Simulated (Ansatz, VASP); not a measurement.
# One calculation of Al, two programs

Contents of INCAR:

```
SYSTEM = Al
  PREC = Accurate
  ENCUT = 520
  EDIFF = 1E-6
  ISMEAR = -1
  SIGMA = 0.1
  LREAL = .FALSE.
  LASPH = .TRUE.
  NELM = 80
  ALGO = Fast
  ISIF = 2
  LWAVE = .FALSE.
  LCHARG = .FALSE.
  GGA = CA
  NBANDS = 12
```

KPOINTS

```
regular mesh
0
G
  9 9 13
  0 0 0
```

The input POSCAR:

```
Al
1.0
    4.4577284518      0.0000000000      0.0000000000
   -2.2288642259      3.8605060824      0.0000000000
    0.0000000000      0.0000000000      2.7580655610
Al
3
Direct
    1.0000000000      1.0000000000      0.0000000000
    0.3333333333      0.6666666667      0.5000000000
    0.6666666667      0.3333333333      0.5000000000
```

Input for Ansatz:

```yaml
crystal:
  lattice:
    - [4.4577284518, 0.0, 0.0]
    - [-2.2288642259, 3.8605060824, 0.0]
    - [0.0, 0.0, 2.758065561]
  atoms:
    - { symbol: Al, position: [1.0, 1.0, 0.0] }
    - { symbol: Al, position: [0.3333333333, 0.6666666667, 0.5] }
    - { symbol: Al, position: [0.6666666667, 0.3333333333, 0.5] }
hamiltonian:
  xc: lda
  pseudopotentials:
    kind: paw
    azcp:
      Al: "pseudopotentials/Al.paw.azcp"
basis:
  ecutwfc: 420
  fft_grid_basis: typed
kpoints:
  mp_grid: { grid: [9, 9, 13], shift: [0, 0, 0] }
magnetization:
  spin_polarized: false
scf:
  occupations: { method: fermi_dirac, width: 0.1 }
  lower_state_search: "off"
output:
  stress: true
```

Alike in both runs: task single point; functional LDA; k mesh 9 × 9 × 13; occupations fermi-dirac, width 0.1 eV; no spin polarisation.

```csv
,VASP,Ansatz
version,VASP 6.6.1,Ansatz 0.2.0
potentials or method,"VASP PAW LDA potentials, release 64 (Al)","plane waves (420 eV) with PAW, scalar-relativistic"
plane-wave cutoff (eV),520,420
valence electrons in the cell,9,9
```

Ansatz gave:

| Quantity | Value |
| --- | --- |
| pressure (GPa) | 3.2 |
| largest component of the traceless stress (GPa) | 2.24 |

Problem. Which values does VASP return?

Solution. Pressure (GPa): 3.3; largest component of the traceless stress (GPa): 2.25.

Ansatz warned: «pseudo_functional_mismatch».
